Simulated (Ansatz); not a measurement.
SnO2:

```
Sn O
1.0
     0.00000    2.57415    2.57415
     2.57415    0.00000    2.57415
     2.57415    2.57415    0.00000
Sn O
1 2
Direct
  0.00000 0.00000 0.00000
  0.75000 0.75000 0.75000
  0.25000 0.25000 0.25000
```

Measurements of this composition are mostly on another form, of space group No. 136.

* Program: Ansatz 0.2.0
* Task: relaxation of cell and atoms
* Functional: LDA
* Potentials or basis: Ansatz PAW
* Cutoff: 420 eV (not typed: the program's choice for these potentials)
* k mesh: 9 × 9 × 9
* Occupations: fermi-dirac, width 0.05 eV
* Spin: no spin polarisation

At the start: volume 11.37 Å³/atom.

Problem. Where does the relaxation end?

Solution. It ends after 7 steps and the volume is 10.67 Å³/atom (-6.2 %); space group Fm-3m (No. 225, to 0.05 Å).

The path:
| step | energy change (eV) | largest force (eV/Å) | volume (Å³) |
| --- | --- | --- | --- |
| 1 | 0.0000 | 0.0000 | 34.11 |
| 2 | -0.0990 | 0.0000 | 31.95 |
| 3 | -0.0981 | 0.0000 | 32.10 |
| 4 | -0.0982 | 0.0000 | 32.08 |
| 5 | -0.0850 | 0.0000 | 32.08 |
| 6 | -0.0859 | 0.0000 | 32.01 |
| 7 | -0.0852 | 0.0000 | 32.01 |

Final structure:
```
Sn O
1.0
     0.00000    2.52001    2.52001
     2.52001    0.00000    2.52001
     2.52001    2.52001    0.00000
Sn O
1 2
Direct
  0.00000 0.00000 0.00000
  0.75000 0.75000 0.75000
  0.25000 0.25000 0.25000
```

Caveat: the plane-wave basis is chosen anew once the cell has moved, so the energies of steps on either side of that aren't comparable; the pressure holds a Pulay correction of +1.4 GPa for the finite cutoff; the PAW data sets come from PBE, with cores solved anew for the run's functional, which leaves a small shift of forces and pressure.
